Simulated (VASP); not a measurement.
# W (Im-3m) in VASP: further runs

Runs on W. Level: PBE. Tasks: single point.

Program: VASP 6.6.1. These are calculated values, not measurements. Logs are shortened: lines on timing, memory, paths and dates and some standing lists are left out, and cuts for length are marked.

### 1 The structure

It takes space group Im-3m (No. 229, cubic). The conventional cell has a = 3.186 Å, b = 3.186 Å, c = 3.186 Å, α = 90.00°, β = 90.00°, γ = 90.00°. W (site symmetry m-3m) has 8 W at 2.76 Å as nearest neighbours.

### 2 Single point, PBE

The input, INCAR:

```
PREC = Accurate ; ENCUT = 700
EDIFF = 1E-7 ; ISMEAR = 0
SIGMA = 0.1 ; LREAL = False
LASPH = True ; NELM = 100
ALGO = Fast ; ISIF = 2
LWAVE = False ; LCHARG = False
GGA = PE ; NBANDS = 13
```

The input, KPOINTS:

```
regular mesh
0
Gamma
  18 18 18
```

The input, POSCAR:

```
W                                       
1.0
   -1.5927820201      1.5927820201      1.5927820201
    1.5927820201     -1.5927820201      1.5927820201
    1.5927820201      1.5927820201     -1.5927820201
  W             
     1
Direct
     0.0000000000000000    0.0000000000000000    0.0000000000000000
```

Potentials or basis: VASP PAW PBE potentials, release 64 (W_sv).

Started as:

```bash
$ cat potpaw_PBE.64/W_sv/POTCAR > POTCAR
$ mpirun -np 1 vasp_std > vasp.out
```

OUTCAR:

```text
PREC = Accurate
   ENCUT = 700
   EDIFF = 1E-7
   ISMEAR = 0
   LREAL = False
   LASPH = True
   NELM = 100
   ISIF = 2
   GGA = PE

 ion  position               nearest neighbor table
   1  0.000  0.000  0.000-

  LATTYP: Found a body centered cubic cell.
 ALAT       =     3.1855640402

  Lattice vectors:

 A1 = (  -1.5927820201,   1.5927820201,   1.5927820201)
 A2 = (   1.5927820201,  -1.5927820201,   1.5927820201)
 A3 = (   1.5927820201,   1.5927820201,  -1.5927820201)

Analysis of symmetry for initial positions (statically):
=====================================================================
 Subroutine PRICEL returns:
 Original cell was already a primitive cell.

 Routine SETGRP: Setting up the symmetry group for a
 body centered cubic supercell.

 Subroutine GETGRP returns: Found 48 space group operations
 (whereof 48 operations were pure point group operations)
 out of a pool of 48 trial point group operations.

The static configuration has the point symmetry O_h .

Analysis of symmetry for dynamics (positions and initial velocities):
=====================================================================
 Subroutine PRICEL returns:
 Original cell was already a primitive cell.

 Routine SETGRP: Setting up the symmetry group for a
 body centered cubic supercell.

 Subroutine GETGRP returns: Found 48 space group operations
 (whereof 48 operations were pure point group operations)
 out of a pool of 48 trial point group operations.

The dynamic configuration has the point symmetry O_h .

 Subroutine INISYM returns: Found 48 space group operations
 (whereof 48 operations are pure point group operations),
 and found     1 'primitive' translations

----------------------------------------------------------------------------------------

                                     Primitive cell

  volume of cell :      16.1633

  direct lattice vectors                    reciprocal lattice vectors
    -1.592782020  1.592782020  1.592782020     0.000000000  0.313916150  0.313916150
     1.592782020 -1.592782020  1.592782020     0.313916150  0.000000000  0.313916150
     1.592782020  1.592782020 -1.592782020     0.313916150  0.313916150  0.000000000

  length of vectors
     2.758779384  2.758779384  2.758779384     0.443944477  0.443944477  0.443944477

  position of ions in fractional coordinates (direct lattice)
     0.000000000  0.000000000  0.000000000

  ion indices of the primitive-cell ions
   primitive index   ion index
                 1           1

----------------------------------------------------------------------------------------

 KPOINTS: regular mesh

Automatic generation of k-mesh.
 Grid dimensions read from file:
 generate k-points for:   18   18   18

 Generating k-lattice:

  Cartesian coordinates                     Fractional coordinates (reciprocal lattice)
     0.000000000  0.017439786  0.017439786     0.055555556  0.000000000  0.000000000
     0.017439786  0.000000000  0.017439786     0.000000000  0.055555556  0.000000000
     0.017439786  0.017439786  0.000000000     0.000000000  0.000000000  0.055555556

  Length of vectors
     0.024663582  0.024663582  0.024663582

  Shift w.r.t. Gamma in fractional coordinates (k-lattice)
     0.000000000  0.000000000  0.000000000

 Subroutine IBZKPT returns following result:
 ===========================================

 Found    195 irreducible k-points:

 Following reciprocal coordinates:
            Coordinates               Weight
  0.000000  0.000000  0.000000      1.000000
  0.055556  0.000000  0.000000     12.000000
  0.111111  0.000000  0.000000     12.000000
  0.166667  0.000000  0.000000     12.000000
  0.222222  0.000000  0.000000     12.000000
  0.277778  0.000000  0.000000     12.000000
[... 16 lines left out ...]
  0.333333  0.111111  0.000000     48.000000
  0.388889  0.111111  0.000000     48.000000
 [... further k-points ...]
   k-points           NKPTS =    195   k-points in BZ     NKDIM =    195   number of bands    NBANDS=     13
   number of dos      NEDOS =    301   number of ions     NIONS =      1
   total plane-waves  NPLWV =  13824
   dimension x,y,z NGX =    24 NGY =   24 NGZ =   24
   dimension x,y,z NGXF=    48 NGYF=   48 NGZF=   48
   ions per type =               1
   NGX,Y,Z   is equivalent  to a cutoff of  14.46, 14.46, 14.46 a.u.
   NGXF,Y,Z  is equivalent  to a cutoff of  28.93, 28.93, 28.93 a.u.
 SYSTEM =  unknown system
   PREC   = accura    normal or accurate (medium, high low for compatibility)
   ISTART =      0    job   : 0-new  1-cont  2-samecut
   ICHARG =      2    charge: 1-file 2-atom 10-const
   ISPIN  =      1    spin polarized calculation?
   LNONCOLLINEAR =      F non collinear calculations
   LSORBIT =      F    spin-orbit coupling
   LASPH  =      T    aspherical Exc in radial PAW
   ENCUT  =  700.0 eV  51.45 Ry    7.17 a.u.   5.95  5.95  5.95*2*pi/ulx,y,z
   NELM   =    100;   NELMIN=  2; NELMDL= -5     # of ELM steps
   EDIFF  = 0.1E-06   stopping-criterion for ELM
   LREAL  =      F    real-space projection
   EDIFFG = 0.1E-05   stopping-criterion for IOM
   NSW    =      0    number of steps for IOM
   IBRION =     -1    ionic relax: 0-MD 1-quasi-New 2-CG
   NFREE  =      0    steps in history (QN), initial steepest desc. (CG)
   ISIF   =      2    stress and relaxation
   ISYM   =      2    0-nonsym 1-usesym 2-fastsym
   POTIM  = 0.5000    time-step for ionic-motion
   TEBEG  =    0.0;   TEEND  =   0.0 temperature during run
   PSTRESS=    0.0 pullay stress
   NELECT =      14.0000    total number of electrons
   NUPDOWN=      -1.0000    fix difference up-down
   EMIN   =  10.00;   EMAX   =-10.00  energy-range for DOS
   EFERMI =   0.00;   METHOD = LEGACY
   ISMEAR =     0;   SIGMA  =   0.10  broadening in eV -4-tet -1-fermi 0-gaus
   EFERMI_NEDOS =   21; number of points for ismear=-14 and -15
   IALGO  =     68    algorithm
   IMIX   =      4    mixing-type and parameters
     AMIX     =   0.40;   BMIX     =  1.00
     AMIX_MAG =   1.60;   BMIX_MAG =  1.00
  volume/ion in A,a.u.               =      16.16       109.08
  Fermi-wavevector in a.u.,A,eV,Ry     =   1.560539  2.948990 33.134004  2.435281
  Thomas-Fermi vector in A             =   2.663736
   LORBIT       =      0    0 simple, 1 ext, 2 COOP (PROOUT), +10 PAW based schemes
   GGA     = PE    functional components
   LHFCALC =     F    Hartree Fock is set to
   AEXX    =    0.0000 exact exchange contribution
   IVDW    =     0    specifies the selected vdW correction
   LEPSILON=     F    determine dielectric tensor
   LRPA    =     F    only Hartree local field effects (RPA)
 non-spin polarized calculation
 RMM-DIIS sequential band-by-band and
 Gauss-broadening in eV      SIGMA  =   0.10
  energy-cutoff  :      700.00
  volume of cell :       16.16
 maximum number of plane-waves:       702
   NGX = 11   NGY = 11   NGZ = 11

 number of electron      14.0000002 magnetization

 Free energy of the ion-electron system (eV)
  ---------------------------------------------------
  ext. energy  EPLUGINS =         0.00000000
  ---------------------------------------------------
  free energy    TOTEN  =       -12.95143224 eV

  energy without entropy =      -12.94784890  energy(sigma->0) =      -12.94964057

 E-fermi :  11.1624     XC(G=0): -13.5300

 val. band max:       11.1582230385   @ k =  -0.2778   0.3333   0.2222
 cond. band min:      11.1747800824   @ k =   0.5000   0.5000   0.2222
 fundamental gap:      0.0165570440
 Fermi energy:        11.1624148488

 k-point     1 :       0.0000    0.0000    0.0000
  band No.  band energies     occupation
      1     -63.0407      2.00000
      2     -26.6310      2.00000
      3     -26.6310      2.00000
      4     -26.6310      2.00000
      5       1.6348      2.00000
      6       9.9692      2.00000
      7       9.9692      2.00000
      8       9.9692      2.00000
      9      13.3811      0.00000
     10      13.3811      0.00000
     11      25.6358      0.00000
     12      25.6358      0.00000
     13      25.6358      0.00000

 k-point     2 :       0.0556    0.0000    0.0000
  band No.  band energies     occupation
      1     -63.0371      2.00000
      2     -26.6704      2.00000
      3     -26.6434      2.00000
      4     -26.6312      2.00000
      5       1.7812      2.00000
      6       9.8801      2.00000
      7       9.9495      2.00000
      8      10.1099      2.00000
      9      13.2381      0.00000
     10      13.3820      0.00000
     11      25.7607      0.00000
     12      25.8851      0.00000
     13      25.9925      0.00000

 k-point     3 :       0.1111    0.0000    0.0000
  band No.  band energies     occupation
      1     -63.0265      2.00000
      2     -26.7824      2.00000
      3     -26.6786      2.00000
      4     -26.6317      2.00000
      5       2.2046      2.00000
      6       9.6341      2.00000
      7       9.8638      2.00000
      8      10.5274      2.00000
      9      12.9306      0.00000
     10      13.3917      0.00000
     11      26.0727      0.00000
     12      26.6106      0.00000
     13      26.9007      0.00000
[... 305 lines left out ...]
 k-point    23 :       0.3333    0.1111    0.0000
  band No.  band energies     occupation
      1     -62.9278      2.00000
      2     -27.6810      2.00000
      3     -27.0163      2.00000
      4     -26.6892      2.00000
      5       5.4314      2.00000
      6       7.9758      2.00000
      7       9.8377      2.00000
      8      13.0658      0.00000
      9      14.2167      0.00000
     10      16.4059      0.00000
     11      22.9461      0.00000
     12      24.3752      0.00000
     13      28.6952      0.00000

 k-point    24 :       0.3889    0.1111    0.0000
  band No.  band energies     occupation
      1     -62.9177      2.00000
      2     -27.7639      2.00000
      3     -27.0574      2.00000
      4     -26.6906      2.00000
      5       5.4401      2.00000
      6       7.8371      2.00000
      7      10.5479      2.00000
      8      13.1468      0.00000
      9      14.4374      0.00000
     10      17.4230      0.00000
     11      21.8130      0.00000
     12      23.6307      0.00000
     13      27.6950      0.00000

 [... further k-points ...]

------------------------ aborting loop because EDIFF is reached ----------------------------------------

  FORCE on cell =-STRESS in cart. coord.  units (eV):
  Direction    XX          YY          ZZ          XY          YZ          ZX
  --------------------------------------------------------------------------------------
  -------------------------------------------------------------------------------------
  Total       -0.0005191     -0.0005191     -0.0005191     -0.0000000      0.0000000     -0.0000000
  in kB       -0.0514586     -0.0514586     -0.0514586     -0.0000000      0.0000000     -0.0000000
  external PRESSURE =      -0.0514586 kB  Pullay stress =       0.0000000 kB

 VOLUME and BASIS-vectors are now :
 -----------------------------------------------------------------------------
  energy-cutoff  :      700.00
  volume of cell :       16.16
      direct lattice vectors                 reciprocal lattice vectors
    -1.592782020  1.592782020  1.592782020     0.000000000  0.313916150  0.313916150
     1.592782020 -1.592782020  1.592782020     0.313916150  0.000000000  0.313916150
     1.592782020  1.592782020 -1.592782020     0.313916150  0.313916150  0.000000000

 POSITION                                       TOTAL-FORCE (eV/Angst)
 -----------------------------------------------------------------------------------
      0.00000      0.00000      0.00000         0.000000     -0.000000     -0.000000
 -----------------------------------------------------------------------------------
    total drift:                               -0.000000      0.000000      0.000000

  FREE ENERGIE OF THE ION-ELECTRON SYSTEM (eV)
  ---------------------------------------------------
  free  energy   TOTEN  =       -12.9514322430 eV

  energy  without entropy=      -12.9478489011  energy(sigma->0) =      -12.94964057
```

It took 29 s on 1 thread of Intel Xeon Platinum 8488C (Sapphire Rapids), shared host; peak memory 0.18 GiB.

What came out:

```
Free energy            : -12.9514 eV
Pressure               : 0.0 GPa
Band gap on the k mesh : none (metal or under the smearing width)
```

Spin-orbit coupling is left out, which matters for the levels of W.

### 3 Single point, PBE (a relaxed cell with its volume scaled by 0.97)

INCAR is that of step 2.

KPOINTS is that of step 2.

The input, POSCAR:

```
W                                       
1.0
   -1.5766922128      1.5766922128      1.5766922128
    1.5766922128     -1.5766922128      1.5766922128
    1.5766922128      1.5766922128     -1.5766922128
  W             
     1
Direct
     0.0000000000000000    0.0000000000000000    0.0000000000000000
```

Potentials or basis: VASP PAW PBE potentials, release 64 (W_sv).

Started as:

```bash
$ cat potpaw_PBE.64/W_sv/POTCAR > POTCAR
$ mpirun -np 1 vasp_std > vasp.out
```

Wall time 28 s (1 thread of Intel Xeon Platinum 8488C (Sapphire Rapids), shared host); peak memory 0.18 GiB.

It converged, with:

```
Free energy            : -12.9367 eV
Pressure               : 10.0 GPa
Band gap on the k mesh : none (metal or under the smearing width)
```

Levels at points of the mesh, in eV from the Fermi level:
```tsv
k point	band 5	band 6	band 7	band 8	band 9	band 10
(0.00, 0.00, 0.00)	-9.69	-1.24	-1.24	-1.24	2.29	2.29
(0.50, 0.00, 0.00)	-6.34	-3.62	0.72	2.19	3.19	6.26
(0.50, 0.50, 0.50)	-5.92	-5.92	5.25	5.25	5.25	8.34
```
